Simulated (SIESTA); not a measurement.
Runs of SIESTA 5.4.2 on NiO. Symmetry: Fm-3m, No. 225, cubic system. The conventional cell has a = 4.172 Å, b = 4.172 Å, c = 4.172 Å, α = 90.00°, β = 90.00°, γ = 90.00°. Ni (site symmetry m-3m) is surrounded by 6 O at 2.09 Å. O (site symmetry m-3m) is surrounded by 6 Ni at 2.09 Å. 

| task | level | potentials or basis | cell | k mesh | optimiser | force tolerance | stress tolerance (GPa) | energy shift | gap on the mesh (eV) | pressure (GPa) | moment (μB) | V0 of scaled cells (Å³/atom) | B0 (GPa) |
| --- | --- | --- | --- | --- | --- | --- | --- | --- | --- | --- | --- | --- | --- |
| relaxation of cell and atoms | PBEsol | PseudoDojo 0.4 standard (PBEsol files), DZP (energy shift 0.003 Ry; two zetas on semicore shells) | relaxed | 8 × 8 × 8 | Broyden | 0.01 eV/Å | 0.05 | 0.003 Ry | none | 0.0 | 0.97 | - | - |
| equation of state | PBE | PseudoDojo 0.4 standard (PBE files), DZ (energy shift 0.003 Ry; two zetas on semicore shells) | as given | 8 × 8 × 8 | - | - | - | 0.003 Ry | - | - | - | (a) | 212 |
| equation of state | PBE | PseudoDojo 0.4 standard (PBE files), SZ (energy shift 0.003 Ry) | as given | 8 × 8 × 8 | - | - | - | 0.003 Ry | - | - | - | (c) | 203 |
| band structure | B86bPBE | PseudoDojo 0.4 standard (PBE files), DZP (energy shift 0.002 Ry) | as given | 11 × 11 × 11 | - | - | - | 0.002 Ry | none | 8.1 | 1.78 | - | - |
| single point | PBEsol | PseudoDojo 0.4 standard (PBEsol files), DZP (energy shift 0.003 Ry; two zetas on semicore shells) | as given | 11 × 11 × 11 | - | - | - | 0.003 Ry | none | -6.7 | (b) | - | - |

Alike in all rows: spin collinear, ferromagnetic start; smearing fermi-dirac 0.05 eV; grid cutoff 800 Ry.

Task: Fill in the values left out.

Result: (a) 9.23; (b) 1.43; (c) 9.35.

Caveats: the basis of atomic orbitals isn't converged, which shifts pressures, moduli and gaps; short orbitals over semicore shells can move pressures by several GPa (some runs); a cell with one magnetic atom can't hold antiferromagnetic order, which such compounds often take (some runs); semilocal functionals often make such compounds metallic where correlation or magnetic order opens a gap, which also shifts bond lengths (some runs); the basis has no polarisation orbitals (some runs); semicore shells carry a single zeta, which can move pressures by several GPa and volumes by a few percent (some runs); the potentials were made for another functional, which shifts forces and pressure (some runs).

A k mesh can miss the band edges.

A gap of «none» marks a metal or a gap under the smearing width.

Not every run made on this cell is shown here.
